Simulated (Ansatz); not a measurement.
Task: a comparison of enthalpies under pressure of two structures of I, with the Python package of Ansatz (0.2.0). Give the script and its output. Use (first run): PBE, PAW, cutoff 500 eV, 10×10×10 k-points, Fermi-Dirac smearing of 0.05 eV.

`i.py`:
```python
"""Enthalpies of two structures of I under pressure."""

import warnings

import ansatz as az
import numpy as np


def diamond(a_site, a):
    return az.Crystal.diamond(a_site, a=a)


def sc(a_site, a):
    return (
        az.Lattice.cubic(a)
        .space_group(221)
        .atom(a_site, (0, 0, 0))
    )


def ground_state(name, crystal, pressure=0.0):
    calc = (
        crystal.calculation()
        .functional(az.Functional.PBE)
        .basis(500)
        .kpoints(spacing=0.16)
        .occupations("fermi_dirac", width=0.05)
    )
    calc = calc.relax(force_tolerance=0.01, max_steps=60, cell=True, pressure=pressure)
    return calc.run(threads=1)


def volume_per_atom(outcome):
    return abs(np.linalg.det(outcome.lattice.cell_ang)) / len(outcome.lattice.sites)

warnings.simplefilter("ignore", az.DeckWarning)

phases = {}
phases["diamond"] = diamond("I", 6.99)
phases["sc"] = sc("I", 3.3)

# H = E + PV, with 1 eV per cubic angstrom equal to 160.2 GPa
pressures = [0, 15, 30, 45]
enthalpy, volume = {name: [] for name in phases}, {name: [] for name in phases}
for p in pressures:
    for name, crystal in phases.items():
        o = ground_state(name, crystal, pressure=p)
        volume[name].append(volume_per_atom(o))
        enthalpy[name].append(o.report["energy_sigma0_ev"] / len(o.lattice.sites) + p * volume[name][-1] / 160.21766)
gap = np.array(enthalpy["sc"]) - np.array(enthalpy["diamond"])
rows = [(p, va, vb, 1000 * d) for p, va, vb, d in zip(pressures, volume["diamond"], volume["sc"], gap)]
print("   P (GPa)  V diamond (A^3/atom)  V sc (A^3/atom)  H(sc) - H(diamond) (meV/atom)")
for row in rows:
    print(f"{row[0]:10d}  {row[1]:20.3f}  {row[2]:15.3f}  {row[3]:+29.1f}")
crossings = [p0 - g0 * (p1 - p0) / (g1 - g0) for p0, p1, g0, g1 in zip(pressures, pressures[1:], gap, gap[1:]) if g0 * g1 < 0]
print("crossing near", [round(float(p), 1) for p in crossings], "GPa") if crossings else print("no crossing in this range")
```

`python i.py` gives:
```text
   P (GPa)  V diamond (A^3/atom)  V sc (A^3/atom)  H(sc) - H(diamond) (meV/atom)
         0                60.334           41.516                         -227.7
        15                38.292           30.833                        -1231.9
        30                32.260           27.066                        -1808.6
        45                28.792           24.754                        -2236.2
no crossing in this range
```

At a fixed pressure a relaxation lowers the enthalpy F + PV, while F alone can rise. Only these two structures are compared, at zero temperature and with their symmetry kept; either may be hypothetical, and another phase may be lower than both. Differences under 10 to 15 meV an atom lie within the error of mesh and functional. The cells are prototypes set up for this calculation and needn't exist. It ran for 2.2 min on 1 thread of Arm Neoverse V2 (shared host), peak memory 0.54 GiB.
